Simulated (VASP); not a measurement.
A run of VASP 6.6.1 is set up as follows.

File POSCAR:

```
SnSe
1.0
   -0.0353870000      3.0652580000      3.0370120000
    2.8641480000     -0.0289480000      3.0305730000
    2.8824860000      3.0771560000     -0.0472850000
Sn Se
1 1
Direct
    0.0000000000      0.0000000000      0.0000000000
    0.5000000000      0.5000000000      0.5000000000
```

File INCAR.step1:

```
PREC     = Accurate       # precision mode
ENCUT    = 500            # plane-wave cutoff, eV
ISMEAR   = -1             # smearing method
SIGMA    = 0.05           # smearing width, eV
LREAL    = False          # projectors in reciprocal space
LASPH    = True           # aspherical terms in the spheres
NELM     = 100            # most SCF steps
ALGO     = Normal         # electronic algorithm
ISIF     = 2              # what is computed and relaxed
LWAVE    = False          # write WAVECAR
LCHARG   = False          # write CHGCAR
GGA      = PE             # functional
LEPSILON = True           # dielectric tensor by DFPT
EDIFF    = 1E-8           # SCF threshold, eV
```

Contents of KPOINTS.step1:

```
Automatic mesh
0
G
  8 8 8
  0 0 0
```

Contents of INCAR.step2:

```
PREC     = Accurate       # precision mode
ENCUT    = 500            # plane-wave cutoff, eV
ISMEAR   = -1             # smearing method
SIGMA    = 0.05           # smearing width, eV
LREAL    = False          # projectors in reciprocal space
LASPH    = True           # aspherical terms in the spheres
NELM     = 100            # most SCF steps
ALGO     = Normal         # electronic algorithm
ISIF     = 2              # what is computed and relaxed
LWAVE    = True           # write WAVECAR
LCHARG   = False          # write CHGCAR
GGA      = PE             # functional
EDIFF    = 1E-5           # SCF threshold, eV
```

The input KPOINTS.step2:

```
Automatic mesh
0
Gamma
  4 4 4
```

The input INCAR.step3:

```
PREC     = Accurate       # precision mode
ENCUT    = 500            # plane-wave cutoff, eV
EDIFF    = 1E-8           # SCF threshold, eV
ISMEAR   = -1             # smearing method
SIGMA    = 0.05           # smearing width, eV
LREAL    = False          # projectors in reciprocal space
LASPH    = True           # aspherical terms in the spheres
NELM     = 100            # most SCF steps
ALGO     = Normal         # electronic algorithm
ISIF     = 2              # what is computed and relaxed
LWAVE    = False          # write WAVECAR
LCHARG   = False          # write CHGCAR
METAGGA  = R2SCAN         # meta-GGA
LHFCALC  = True           # exact exchange
AEXX     = 0.0351         # exact-exchange fraction
LMIXTAU  = True         
PRECFOCK = Normal       
HFRCUT   = -1           
LCALCEPS = True         
ISTART   = 1
```

The input KPOINTS.step3:

```
Automatic mesh
0
Gamma
  4 4 4
```

Potentials or basis: VASP PAW PBE potentials, release 64 (Sn, Se).

Command:

```bash
$ cat potpaw_PBE.64/Sn/POTCAR potpaw_PBE.64/Se/POTCAR > POTCAR
$ cp INCAR.step1 INCAR
$ cp KPOINTS.step1 KPOINTS
$ mpirun -np 1 vasp_std > vasp.out
$ cp INCAR.step2 INCAR
$ cp KPOINTS.step2 KPOINTS
$ mpirun -np 1 vasp_std > vasp.out
$ cp INCAR.step3 INCAR
$ cp KPOINTS.step3 KPOINTS
$ mpirun -np 1 vasp_std > vasp.out
```

**Question.** What does it give for the band gap on the k mesh?

**Answer.** 0.44 eV, indirect (least direct gap 0.58 eV).

Caveat: the k mesh is coarse (spacing up to 0.45 Å⁻¹), so the values aren't converged, least of all with exact exchange; spin-orbit coupling is left out, which moves the levels of the heavy elements. A k mesh can miss the band edges.
